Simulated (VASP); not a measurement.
# Pd (Fm-3m) in VASP: further runs, part 2 of 2

VASP 6.6.1. The steps go on from the part before.

### Step 3. Single point, B3LYP+TS

Contents of POSCAR:

```
Pd
1.0
    0.0000000000      1.9465000000      1.9465000000
    1.9465000000      0.0000000000      1.9465000000
    1.9465000000      1.9465000000      0.0000000000
Pd
1
Direct
    0.0000000000      0.0000000000      0.0000000000
```

Contents of INCAR.step1:

```
SYSTEM = Pd
PREC = Accurate
ENCUT = 520
EDIFF = 1E-5
ISMEAR = 1
SIGMA = 0.2
LREAL = .False.
LASPH = .True.
NELM = 60
ALGO = Normal
ISIF = 2
LWAVE = .True.
LCHARG = .False.
KSPACING = 0.5
NELECT = 10.1
GGA = PE
```

Contents of INCAR.step2:

```
SYSTEM = Pd
PREC = Accurate
ENCUT = 520
EDIFF = 0.001
ISMEAR = 1
SIGMA = 0.2
LREAL = .False.
LASPH = .True.
NELM = 60
ALGO = Normal
ISIF = 2
LWAVE = .False.
LCHARG = .False.
GGA = B3
LHFCALC = .True.
AEXX = 0.2
AGGAX = 0.72
AGGAC = 0.81
ALDAC = 0.19
PRECFOCK = Fast
IVDW = 2
KSPACING = 0.5
NELECT = 10.1
ISTART = 1
```

Potentials or basis: VASP PAW PBE potentials, release 64 (Pd).

Run with:

```sh
$ cat potpaw_PBE.64/Pd/POTCAR > POTCAR
$ cp INCAR.step1 INCAR
$ mpirun -np 1 vasp_std > vasp.out
$ cp INCAR.step2 INCAR
$ mpirun -np 1 vasp_std > vasp.out
```

OUTCAR:

```text
SYSTEM = Pd
   PREC = Accurate
   ENCUT = 520
   EDIFF = 0.001
   ISMEAR = 1
   LREAL = .False.
   LASPH = .True.
   NELM = 60
   ISIF = 2
   GGA = B3
   LHFCALC = .True.
   AEXX = 0.2
   PRECFOCK = Fast
   IVDW = 2
   NELECT = 10.1
   ISTART = 1
  IVDW =   2

 ion  position               nearest neighbor table
   1  0.000  0.000  0.000-

  LATTYP: Found a face centered cubic cell.
 ALAT       =     3.8930000000

  Lattice vectors:

 A1 = (   0.0000000000,   1.9465000000,   1.9465000000)
 A2 = (   1.9465000000,   0.0000000000,   1.9465000000)
 A3 = (   1.9465000000,   1.9465000000,   0.0000000000)

Analysis of symmetry for initial positions (statically):
=====================================================================
 Subroutine PRICEL returns:
 Original cell was already a primitive cell.

 Routine SETGRP: Setting up the symmetry group for a
 face centered cubic supercell.

 Subroutine GETGRP returns: Found 48 space group operations
 (whereof 48 operations were pure point group operations)
 out of a pool of 48 trial point group operations.

The static configuration has the point symmetry O_h .

Analysis of symmetry for dynamics (positions and initial velocities):
=====================================================================
 Subroutine PRICEL returns:
 Original cell was already a primitive cell.

 Routine SETGRP: Setting up the symmetry group for a
 face centered cubic supercell.

 Subroutine GETGRP returns: Found 48 space group operations
 (whereof 48 operations were pure point group operations)
 out of a pool of 48 trial point group operations.

The dynamic configuration has the point symmetry O_h .

 Subroutine INISYM returns: Found 48 space group operations
 (whereof 48 operations are pure point group operations),
 and found     1 'primitive' translations

----------------------------------------------------------------------------------------

                                     Primitive cell
[... 113 lines left out ...]
   ENCUTFOCK=  -1.0 apply spherical cutoff to Coloumb kernel
   IVDW    =     2    specifies the selected vdW correction
   LEPSILON=     F    determine dielectric tensor
   LRPA    =     F    only Hartree local field effects (RPA)
 non-spin polarized calculation
 Methfessel and Paxton  Order N= 1 SIGMA  =   0.20
  energy-cutoff  :      520.00
  volume of cell :       14.75
 maximum number of plane-waves:       411
  NGX = 12; NGY = 12; NGZ = 12

 number of electron      10.0999999 magnetization

 Free energy of the ion-electron system (eV)
  ---------------------------------------------------
  ext. energy  EPLUGINS =         0.00000000
  ---------------------------------------------------
  free energy    TOTEN  =        -4.54957612 eV

  energy without entropy =       -4.54898856  energy(sigma->0) =       -4.54938027

 E-fermi :   9.3666     XC(G=0): -10.5213

 val. band max:        9.3204724628   @ k =   0.5000   0.1667   0.0000
 cond. band min:       9.8139454063   @ k =   0.3333   0.3333   0.0000
 fundamental gap:      0.4934729435
 Fermi energy:         9.3666105592

 k-point     1 :       0.0000    0.0000    0.0000
  band No.  band energies     occupation
      1       1.8202      2.00000
      2       5.9391      2.00000
      3       5.9391      2.00000
      4       5.9391      2.00000
      5       7.5321      2.00000
      6       7.5321      2.00000
      7      28.4817      0.00000
      8      33.2783      0.00000
      9      33.2783      0.00000
[... 169 lines left out ...]
 k-point    16 :      -0.3333    0.5000    0.1667
  band No.  band energies     occupation
      1       3.9677      2.00000
      2       4.4069      2.00000
      3       6.9531      2.00000
      4       7.9543      2.00000
      5      10.1480     -0.00000
      6      17.5463      0.00000
      7      21.6072      0.00000
      8      22.1225      0.00000
      9      23.0579      0.00000

------------------------ aborting loop because EDIFF is reached ----------------------------------------

  Hirshfeld charges:
            ion         q(e)
   ------------------------------
      1     Pd      -0.10000000

  Tkatchenko/Scheffler method for vdW energy calculation

  Number of pair interactions contributing to vdW energy:   35432

  Edisp (eV):   -0.33628

  FORCE on cell =-STRESS in cart. coord.  units (eV):
  Direction    XX          YY          ZZ          XY          YZ          ZX
  --------------------------------------------------------------------------------------
  -------------------------------------------------------------------------------------
  Total       2.33804     2.33804     2.33804    -0.00000     0.00000     0.00000
  in kB     253.96239   253.96239   253.96239    -0.00000     0.00000     0.00000
  external pressure =      253.96 kB  Pullay stress =        0.00 kB

 VOLUME and BASIS-vectors are now :
 -----------------------------------------------------------------------------
  energy-cutoff  :      520.00
  volume of cell :       14.75
      direct lattice vectors                 reciprocal lattice vectors
     0.000000000  1.946500000  1.946500000    -0.256871307  0.256871307  0.256871307
     1.946500000  0.000000000  1.946500000     0.256871307 -0.256871307  0.256871307
     1.946500000  1.946500000  0.000000000     0.256871307  0.256871307 -0.256871307

 POSITION                                       TOTAL-FORCE (eV/Angst)
 -----------------------------------------------------------------------------------
      0.00000      0.00000      0.00000        -0.000000     -0.000000      0.000000
 -----------------------------------------------------------------------------------
    total drift:                                0.000000     -0.000000      0.000000

  FREE ENERGIE OF THE ION-ELECTRON SYSTEM (eV)
  ---------------------------------------------------
  free  energy   TOTEN  =        -4.8858596518 eV

  energy  without entropy=       -4.8852720943  energy(sigma->0) =       -4.88566380
```

OUTCAR.step1:

```text
SYSTEM = Pd
   PREC = Accurate
   ENCUT = 520
   EDIFF = 1E-5
   ISMEAR = 1
   LREAL = .False.
   LASPH = .True.
   NELM = 60
[... 397 lines left out ...]
 -----------------------------------------------------------------------------------
      0.00000      0.00000      0.00000         0.000000      0.000000      0.000000
 -----------------------------------------------------------------------------------
    total drift:                                0.000000      0.000000      0.000000

  FREE ENERGIE OF THE ION-ELECTRON SYSTEM (eV)
  ---------------------------------------------------
  free  energy   TOTEN  =        -4.2428591525 eV

  energy  without entropy=       -4.2360644952  energy(sigma->0) =       -4.24059427
```

OSZICAR.step1:

```text
N       E                     dE             d eps       ncg     rms          rms(c)
DAV:   1     0.416902488112E+02    0.41690E+02   -0.53881E+03   288   0.104E+03
DAV:   2    -0.409797978390E+01   -0.45788E+02   -0.44615E+02   334   0.199E+02
DAV:   3    -0.445977679108E+01   -0.36180E+00   -0.36159E+00   326   0.205E+01
DAV:   4    -0.446188019373E+01   -0.21034E-02   -0.21033E-02   371   0.141E+00
DAV:   5    -0.446189599396E+01   -0.15800E-04   -0.15799E-04   312   0.101E-01    0.769E+00
DAV:   6    -0.426484172757E+01    0.19705E+00   -0.75224E-01   295   0.872E+00    0.390E+00
DAV:   7    -0.424697667923E+01    0.17865E-01   -0.31295E-02   315   0.164E+00    0.182E+00
DAV:   8    -0.424287133996E+01    0.41053E-02   -0.17247E-03   320   0.437E-01    0.102E-01
DAV:   9    -0.424285376652E+01    0.17573E-04   -0.40569E-05   327   0.686E-02    0.132E-02
DAV:  10    -0.424285915253E+01   -0.53860E-05   -0.20125E-06   168   0.140E-02
   1 F= -.42428592E+01 E0= -.42405943E+01  d E =-.679466E-02
```

It took 2.4 min on 1 thread of Intel Xeon Platinum 8375C at 2.90GHz (Ice Lake), shared host; peak memory 0.13 GiB.

The run converged, but some of its settings lie outside the range that counts as converged, so its numbers aren't taken as properties of the crystal.

What came out:

```yaml
Free_energy: -4.8859 eV
Band_gap_on_the_k_mesh: none (metal or under the smearing width)
Dispersion_energy_per_atom: -0.336 eV
```

Caveat: the cell is charged against a uniform background, so pressure and absolute levels hang on convention; atom-pairwise D2, TS and ULG terms overbind metals; the PAW data sets were made with another functional, which shifts forces and pressure a little; pairwise dispersion overbinds metals, which lowers pressure and volume.

### Step 4. Single point, PBE

Contents of INCAR:

```
PREC = Accurate
ENCUT = 520
EDIFF = 1E-6
ISMEAR = 0
SIGMA = 0.027000000000000003
LREAL = F
LASPH = T
NELM = 80
ALGO = Fast
ISIF = 2
LWAVE = F
LCHARG = F
GGA = PE
```

Contents of KPOINTS:

```
regular mesh
0
Gamma
  12 12 12
```

POSCAR is that of step 3.

Run with:

```sh
$ cat potpaw_PBE.64/Pd/POTCAR > POTCAR
$ mpirun -np 1 vasp_std > vasp.out
```

Run time: 5.7 s. Hardware: 1 thread of Intel Xeon Platinum 8375C at 2.90GHz (Ice Lake), shared host; peak memory 0.13 GiB.

The run converged. Its results:

```yaml
Free_energy: -5.2084 eV
Pressure: 6.5 GPa
Band_gap_on_the_k_mesh: none (metal or under the smearing width)
```

Levels at points of the mesh, in eV from the Fermi level:
```csv
k point,band 1,band 2,band 3,band 4,band 5,band 6,band 7,band 8,band 9
"(0.00, 0.00, 0.00)",-7.10,-2.81,-2.81,-2.81,-1.20,-1.20,17.23,22.01,22.01
"(0.50, 0.00, 0.00)",-5.26,-2.86,-2.86,0.00,0.00,1.05,7.35,16.59,21.14
"(0.50, 0.50, 0.00)",-5.36,-5.08,-0.03,0.32,0.32,3.38,10.81,13.25,13.25
```
